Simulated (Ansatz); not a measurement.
# AlNi3 (Pm-3m) in Ansatz: equation of state, part 2 of 2

Ansatz 0.2.0. Earlier steps stand in the parts before.

## 4. Single point, PBE, collinear spin, ferromagnetic start, 10.71 Å³/atom (volume scaled by 0.98)

The input, input.yaml:

```yaml
crystal:
  lattice:
    - [3.4994093517, 0.0, 0.0]
    - [0.0, 3.4994093517, 0.0]
    - [0.0, 0.0, 3.4994093517]
  atoms:
    - { symbol: Ni, position: [0.5, 0.5, 0.0], spin: 1.0 }
    - { symbol: Ni, position: [0.5, 0.0, 0.5], spin: 1.0 }
    - { symbol: Ni, position: [0.0, 0.5, 0.5], spin: 1.0 }
    - { symbol: Al, position: [0.0, 0.0, 0.0] }
hamiltonian:
  xc: pbe
  pseudopotentials: { kind: paw }
magnetization:
  spin_polarized: true
kpoints:
  mp_grid: { grid: [8, 8, 8] }
scf:
  occupations: { method: fermi_dirac, width: 0.05 }
output:
  forces: true
  stress: true
  eigenvalues: true
```

Potentials or basis: Ansatz PAW.

On the command line:

```
$ ansatz run input.yaml --threads 2 --pin off --max-ram 5120MiB --backend cpu --events-out ev --progress --plain --runs-dir out
```

What it wrote:

```text
Warning: RAYON_NUM_THREADS=2 ignored (pool sized by the plan → 2); use --threads N
Engine: ansatz 0.2.0, x86_64-unknown-linux-gnu
Pseudopotentials: kind: paw
Pseudopotential: Ni, paw, valence charge 18, recommended cutoff 420 eV (normal), Ni.paw.azcp
Pseudopotential: Al, paw, valence charge 3, recommended cutoff 420 eV (normal), Al.paw.azcp
Functional definition: PBE
  parameter kappa = 0.804
  parameter beta = 0.06672455060314922
  exchange = pbe_x(kappa = kappa, mu = beta*pi^2/3)
  correlation = pbe_c(beta = beta)
Crystal: 4 atoms, lattice volume = 42.853 Å³
Basis set: ecut = 420 eV, 847 PW (Γ), exchange–correlation on 48×48×48 points (8 copies of the dense FFT grid, shifted against one another)
Bands: 36, of which v1, the nominal top of the filled ones, is band 29 counted from 1 (28 counted from 0)
Symmetry: 48 space group operations
Space group: Pm-3m (ITA 221), of the structure as read, at distance tolerance 3.5e-5 Å
Magnetic group: BNS 221.92 (UNI 1594), of the structure as read, at distance tolerance 3.5e-5 Å
k-points: 35 of 512
Non-local potential: Ni, projectors of the file, l = 0: 3, l = 1: 2, l = 2: 3, l = 3: 1
Non-local potential: Al, projectors of the file, l = 0: 2, l = 1: 2, l = 2: 1
PAW form: soft (Blöchl's): semilocal exchange-correlation on the pseudo side does not see the compensation charge
PAW one-centre angular grid: Ni, 590 points (default); XC on 64 Gauss nodes
PAW one-centre angular grid: Al, 110 points (default); XC on 64 Gauss nodes
Initial density: superposition of atomic densities (chi_scale 0.1, normalization cell)
Starting moments: Σ|m| = 3 μB on 3 of 4 sites
Initial wavefunctions: pseudopotential atomic-orbital guess
Functional: x = pbe(κ = 0.804, μ = 0.2195149727645171), c = pbe(β = 0.06672455060314922)
SCF iter   1: F=—  HF=-18055.654583 eV  |F-HF|=—  |Δ(HF+E_count)|=         —  Δρ=1.17e-1 (↑1.17e-1 ↓4.39e-2)  dr2=2.48e0  dr2_m=2.06e0  M=0.964 μB ∫|m|=1.221 μB  β_m=0.30  ethr=3.10e-3  ⟨swp⟩=6.0  Hψ=9018  notcnv=0  defer=15
Mixer restart at iter 1: flushing history
preconditioner: auto → Kerker (q_TF=auto, 2.861 Å⁻¹)  [metal: Δε(μ)=0.027 eV  Ē_g=8.120 eV  σ=0.050 eV  W_gap=0.14  n_scr=18 (ndim 8)  ℏωp=32.6 eV  f_vac=0.000  D(μ)=3.03/eV (n_scr^D=26)]
spin=Collinear: Kerker preconditioning applied to the charge; magnetization (m = ρ↑ − ρ↓) channel mixes plain (no charge-response kernel on spin).
SCF iter   2: F=—  HF=-18054.932079 eV  |F-HF|=—  |Δ(HF+E_count)|=   7.23e-1  Δρ=6.57e-2 (↑4.04e-2 ↓6.57e-2)  dr2=3.59e-1  dr2_m=1.01e0  M=0.984 μB ∫|m|=1.197 μB  β_m=0.39  ethr=3.10e-3  ⟨swp⟩=2.1  Hψ=4290  notcnv=0  defer=106
SCF iter   3: F=—  HF=-18056.534718 eV  |F-HF|=—  |Δ(HF+E_count)|=    1.60e0  Δρ=4.93e-2 (↑2.38e-2 ↓4.93e-2)  dr2=3.88e-1  dr2_m=4.84e-1  M=0.901 μB ∫|m|=1.122 μB  β_m=0.61  ethr=6.30e-4  ⟨swp⟩=2.2  Hψ=3947  notcnv=0  defer=106
SCF iter   4: F=—  HF=-18058.350596 eV  |F-HF|=—  |Δ(HF+E_count)|=    1.82e0  Δρ=3.11e-2 (↑1.17e-2 ↓3.11e-2)  dr2=6.71e-1  dr2_m=4.16e-2  M=0.687 μB ∫|m|=0.882 μB  β_m=0.79  ethr=6.30e-4  ⟨swp⟩=3.0  Hψ=4529  notcnv=0  defer=113
SCF iter   5: F=—  HF=-18058.248579 eV  |F-HF|=—  |Δ(HF+E_count)|=   1.02e-1  Δρ=1.87e-2 (↑8.96e-3 ↓1.87e-2)  dr2=1.59e-1  dr2_m=1.10e-2  M=0.613 μB ∫|m|=0.768 μB  β_m=0.90  ethr=6.30e-4  ⟨swp⟩=3.2  Hψ=4903  notcnv=0  defer=115
SCF iter   6: F=—  HF=-18058.310080 eV  |F-HF|=—  |Δ(HF+E_count)|=   6.15e-2  Δρ=2.15e-3 (↑1.57e-3 ↓2.15e-3)  dr2=4.07e-3  dr2_m=8.54e-5  M=0.666 μB ∫|m|=0.832 μB  β_m=0.95  ethr=2.79e-4  ⟨swp⟩=2.4  Hψ=4195  notcnv=0  defer=120
SCF iter   7: F=—  HF=-18058.313318 eV  |F-HF|=—  |Δ(HF+E_count)|=   3.24e-3  Δρ=1.34e-3 (↑9.25e-4 ↓1.34e-3)  dr2=1.17e-3  dr2_m=2.26e-5  M=0.680 μB ∫|m|=0.846 μB  β_m=0.95  ethr=7.15e-6  ⟨swp⟩=2.1  Hψ=3895  notcnv=0  defer=120
SCF iter   8: F=—  HF=-18058.313494 eV  |F-HF|=—  |Δ(HF+E_count)|=   1.76e-4  Δρ=5.13e-4 (↑2.96e-4 ↓5.13e-4)  dr2=1.76e-4  dr2_m=5.12e-6  M=0.683 μB ∫|m|=0.850 μB  β_m=0.97  ethr=2.05e-6  ⟨swp⟩=2.0  Hψ=3526  notcnv=0  defer=120
SCF iter   9: F=—  HF=-18058.313500 eV  |F-HF|=—  |Δ(HF+E_count)|=   5.79e-6  Δρ=7.46e-5 (↑2.42e-5 ↓7.46e-5)  dr2=2.50e-6  dr2_m=2.97e-7  M=0.684 μB ∫|m|=0.851 μB  β_m=0.99  ethr=3.09e-7  ⟨swp⟩=2.0  Hψ=3398  notcnv=0  defer=120
SCF iter  10: F=—  HF=-18058.313518 eV  |F-HF|=—  |Δ(HF+E_count)|=   1.81e-5  Δρ=2.69e-5 (↑2.11e-5 ↓2.69e-5)  dr2=6.92e-7  dr2_m=3.97e-9  M=0.684 μB ∫|m|=0.852 μB  β_m=0.99  ethr=4.39e-9  ⟨swp⟩=2.1  Hψ=4304  notcnv=0  defer=120
SCF iter  11: F=—  HF=-18058.313518 eV  |F-HF|=—  |Δ(HF+E_count)|=   5.14e-8  Δρ=1.66e-5 (↑1.25e-5 ↓1.66e-5)  dr2=2.47e-7  dr2_m=1.77e-9  M=0.684 μB ∫|m|=0.852 μB  β_m=1.00  ethr=1.21e-9  ⟨swp⟩=1.0  Hψ=2521  notcnv=0  defer=120
SCF iter  12: F=—  HF=-18058.313518 eV  |F-HF|=—  |Δ(HF+E_count)|=   2.67e-8  Δρ=4.00e-6 (↑2.01e-6 ↓4.00e-6)  dr2=1.01e-8  dr2_m=4.16e-10  M=0.684 μB ∫|m|=0.852 μB  β_m=0.91  ethr=4.33e-10  ⟨swp⟩=2.0  Hψ=3417  notcnv=0  defer=120
SCF iter  13: F=-18058.313518 eV  HF=-18058.313518 eV  |F-HF|=1.30e-9  |Δ(HF+E_count)|=  9.57e-10  Δρ=1.44e-6 (↑8.55e-7 ↓1.44e-6)  dr2=1.57e-9  dr2_m=3.66e-11  M=0.684 μB ∫|m|=0.852 μB  ethr=1.76e-11  ⟨swp⟩=7.2  Hψ=10148  notcnv=0
SCF 1 converged in 13 iterations: F = -18058.313518 eV  dr2 = 1.57e-9
SCF converged after 13 iterations
Magnetization: 0.6844 μB (28.8422 up, 28.1578 down)
Absolute magnetization: 0.8522 μB (∫|ρ↑−ρ↓|, with the PAW one-centre terms)
Spin contamination: 0.0129 ħ² per cell (⟨S²⟩ above its minimum at these occupations)
Per-site moments (μB) at R_I (Å): [(0.252929951701483, 1.0207131341280595), (0.25292995170148325, 1.0207131341280595), (0.2529299517014829, 1.0207131341280595), (-0.015120221532112474, 1.0207131341280595)]
Free energy (F): -18058.313518 eV
Harris-Foulkes:  -18058.313518 eV  (|F-HF|=1.30e-9)
Internal energy: -18058.284689 eV  (E = F + TS)
E sigma→0 (E₀):  -18058.299103 eV
Entropy (-TS):   -0.028829 eV (-7.207 meV/atom)
Fermi energy:    16.885916 eV
--- Per-component energies (eV) ---
  E_band       = -880.164554
  E_kinetic    = 880.914234
  E_local      = -11775.863148  (includes V_loc(G=0)·N_el)
  E_nonlocal   = 1916.357004
  E_hartree    = 5021.548797
  E_xc         = -298.558169
  E_vxc        = -362.898890  (∫ρ·V_xc dr)
  E_paw        = -5357.826826  (= ΣΔE_a)
  E_vpaw       = -1581.778544  (= ΣTr[D̂ρ^β])
  E_aug_tail   = 0.001569  (compensation charges beyond the density's cutoff)
  E_ewald      = -8444.858150
  E_smearing   = -0.028829  (= −TS)
  E_closure    = 0.000000  (closes the sum)
  Σ components = -18058.313518   (vs F -18058.313518, Δ=0.00e0)
--- Forces (eV/Å), atoms counted from 1 ---
  atom   1  Ni    -0.00000000    -0.00000000    -0.00000000
  atom   2  Ni    -0.00000000    -0.00000000     0.00000000
  atom   3  Ni     0.00000000    -0.00000000    -0.00000000
  atom   4  Al    -0.00000000    -0.00000000    -0.00000000
  max |Σ_I F_I| component: 6.22e-29 eV/Å
--- Stress (GPa, compression-positive) ---
       11.876513       0.000000       0.000000
        0.000000      11.876513       0.000000
        0.000000       0.000000      11.876513
  P = ⅓ Tr σ = 11.8765 GPa (118.765 kbar)
--- Band table (eV; the first three rows and the last of 70) ---
  k-point 0 ↑: bands = ["-86.3270", "-86.2905", "-86.2905", "-46.7844", "-46.7844", "-46.7844", "-46.6970", "-46.6970", "-46.6970", "-46.6223", "-46.6223", "-46.6223", "6.5200", "12.2419", "12.9582", "12.9582", "13.3408", "13.3408", "13.3408", "15.4227", "15.4227", "15.4227", "16.3069", "16.3069", "16.6378", "16.8407", "16.8407", "16.8407", "17.7178", "17.7178", "17.7178", "23.6894", "23.6894", "24.6441", "29.5040", "29.5040"]
  k-point 1 ↑: bands = ["-86.3258", "-86.2917", "-86.2905", "-46.7809", "-46.7809", "-46.7788", "-46.6980", "-46.6980", "-46.6973", "-46.6285", "-46.6248", "-46.6248", "6.7181", "12.2987", "12.8437", "13.0853", "13.3755", "13.3755", "13.3883", "15.3104", "15.3104", "15.3701", "16.1812", "16.3089", "16.4310", "16.4310", "16.5628", "16.8409", "17.0184", "18.3813", "18.3813", "23.6649", "24.1527", "25.3753", "28.5126", "28.5126"]
  k-point 2 ↑: bands = ["-86.3223", "-86.2951", "-86.2904", "-46.7717", "-46.7717", "-46.7630", "-46.7010", "-46.7010", "-46.6979", "-46.6457", "-46.6311", "-46.6311", "7.3017", "12.0367", "12.7512", "13.4328", "13.4703", "13.4703", "13.5150", "15.0400", "15.0400", "15.2311", "15.6581", "15.9830", "15.9830", "16.1887", "16.2640", "16.3919", "16.8413", "19.5594", "19.5594", "23.5956", "24.4475", "26.4440", "26.4440", "27.1359"]
  k-point 34 ↓: bands = ["-85.9826", "-85.9826", "-85.9826", "-46.4925", "-46.4925", "-46.4925", "-46.4629", "-46.3547", "-46.3547", "-46.3547", "-46.2587", "-46.2587", "11.0059", "12.8542", "12.8542", "12.8542", "14.6619", "14.6619", "14.6619", "14.9545", "14.9545", "14.9545", "15.6490", "15.6490", "15.6490", "15.9410", "15.9410", "16.5360", "17.0138", "17.0138", "17.0138", "20.7068", "21.3250", "21.3250", "21.3250", "35.3336"]
```

It took 6 s on 2 threads of Intel Xeon at 2.70GHz, shared host; peak memory 0.45 GiB.

What came out:

| Item | Value |
| --- | --- |
| Free energy | -18058.3135 eV |
| Pressure | 11.9 GPa |
| Band gap on the k mesh | none (metal or under the smearing width) |
| Net moment | 0.68 μB per cell |
| Absolute moment | 0.85 μB per cell |
| Site moments | Ni +0.25; Al -0.02 μB |

## 5. Single point, PBE, collinear spin, ferromagnetic start, 10.93 Å³/atom

input.yaml, as its differences from that of step 4:

```diff
@@ -2,5 +2,5 @@
   lattice:
-    - [3.4994093517, 0.0, 0.0]
-    - [0.0, 3.4994093517, 0.0]
-    - [0.0, 0.0, 3.4994093517]
+    - [3.5230547267, 0.0, 0.0]
+    - [0.0, 3.5230547267, 0.0]
+    - [0.0, 0.0, 3.5230547267]
   atoms:
```

On the command line:

```
$ ansatz run input.yaml --threads 2 --pin off --max-ram 5120MiB --backend cpu --events-out ev --progress --plain --runs-dir out
```

It took 6.9 s on 2 threads of Intel Xeon at 2.70GHz, shared host; peak memory 0.45 GiB.

Results (log left out):

```
Free energy            : -18058.3658 eV
Pressure               : 7.3 GPa
Band gap on the k mesh : none (metal or under the smearing width)
Net moment             : 0.70 μB per cell
Absolute moment        : 0.88 μB per cell
Site moments           : Ni +0.26; Al -0.02 μB
```

## 6. Single point, PBE, collinear spin, ferromagnetic start, 11.15 Å³/atom (volume scaled by 1.02)

input.yaml, as its differences from that of step 5:

```diff
@@ -2,5 +2,5 @@
   lattice:
-    - [3.5230547267, 0.0, 0.0]
-    - [0.0, 3.5230547267, 0.0]
-    - [0.0, 0.0, 3.5230547267]
+    - [3.5463868949, 0.0, 0.0]
+    - [0.0, 3.5463868949, 0.0]
+    - [0.0, 0.0, 3.5463868949]
   atoms:
```

Potentials or basis: Ansatz PAW.

On the command line:

```
$ ansatz run input.yaml --threads 2 --pin off --max-ram 5120MiB --backend cpu --events-out ev --progress --plain --runs-dir out
```

Wall time 6.7 s (2 threads of Intel Xeon at 2.70GHz, shared host); peak memory 0.45 GiB.

It converged, with:

```yaml
Free_energy: -18058.3946 eV
Pressure: 3.3 GPa
Band_gap_on_the_k_mesh: none (metal or under the smearing width)
Net_moment: 0.72 μB per cell
Absolute_moment: 0.90 μB per cell
Site_moments: Ni +0.27; Al -0.02 μB
```

## 7. Single point, PBE, collinear spin, ferromagnetic start, 11.37 Å³/atom (volume scaled by 1.04)

input.yaml, as its differences from that of step 6:

```diff
@@ -2,5 +2,5 @@
   lattice:
-    - [3.5463868949, 0.0, 0.0]
-    - [0.0, 3.5463868949, 0.0]
-    - [0.0, 0.0, 3.5463868949]
+    - [3.5694160265, 0.0, 0.0]
+    - [0.0, 3.5694160265, 0.0]
+    - [0.0, 0.0, 3.5694160265]
   atoms:
```

On the command line:

```
$ ansatz run input.yaml --threads 2 --pin off --max-ram 5120MiB --backend cpu --events-out ev --progress --plain --runs-dir out
```

Run time: 7.2 s. Hardware: 2 threads of Intel Xeon at 2.70GHz, shared host; peak memory 0.45 GiB.

It converged, with:

```yaml
Free_energy: -18058.4023 eV
Pressure: -0.4 GPa
Band_gap_on_the_k_mesh: none (metal or under the smearing width)
Net_moment: 0.73 μB per cell
Absolute_moment: 0.92 μB per cell
Site_moments: Ni +0.27; Al -0.02 μB
```

## 8. Single point, PBE, collinear spin, ferromagnetic start, 11.59 Å³/atom (volume scaled by 1.06)

input.yaml, as its differences from that of step 7:

```diff
@@ -2,5 +2,5 @@
   lattice:
-    - [3.5694160265, 0.0, 0.0]
-    - [0.0, 3.5694160265, 0.0]
-    - [0.0, 0.0, 3.5694160265]
+    - [3.5921517734, 0.0, 0.0]
+    - [0.0, 3.5921517734, 0.0]
+    - [0.0, 0.0, 3.5921517734]
   atoms:
@@ -23 +23,5 @@
   eigenvalues: true
+  write_density: true
+  write_potential: true
+  elf: true
+  volumetric_format: npy
```

On the command line:

```
$ ansatz run input.yaml --threads 2 --pin off --max-ram 5120MiB --backend cpu --events-out ev --progress --plain --runs-dir out
```

Run time: 9.7 s. Hardware: 2 threads of Intel Xeon at 2.70GHz, shared host; peak memory 0.46 GiB.

It converged, with:

```yaml
Free_energy: -18058.3912 eV
Pressure: -3.6 GPa
Band_gap_on_the_k_mesh: none (metal or under the smearing width)
Net_moment: 0.74 μB per cell
Absolute_moment: 0.94 μB per cell
Site_moments: Ni +0.28; Al -0.02 μB
```

## 9. Equation of state, PBE, collinear spin, ferromagnetic start

Potentials or basis: Ansatz PAW.

This step only gathers the single runs of the series.

Results:

| Item | Value |
| --- | --- |
| Equilibrium volume | 11.35 Å³/atom |
| Bulk modulus | 182 GPa |
| Pressure derivative of the bulk modulus | 4.5 |

Energy against volume, from the lowest point:
```
volume (Å³/atom)  energy (meV/atom)
          10.276              68.65
          10.495              41.79
          10.713              22.20
          10.932               9.14
          11.151               1.94
          11.369               0.00
          11.588               2.79
```
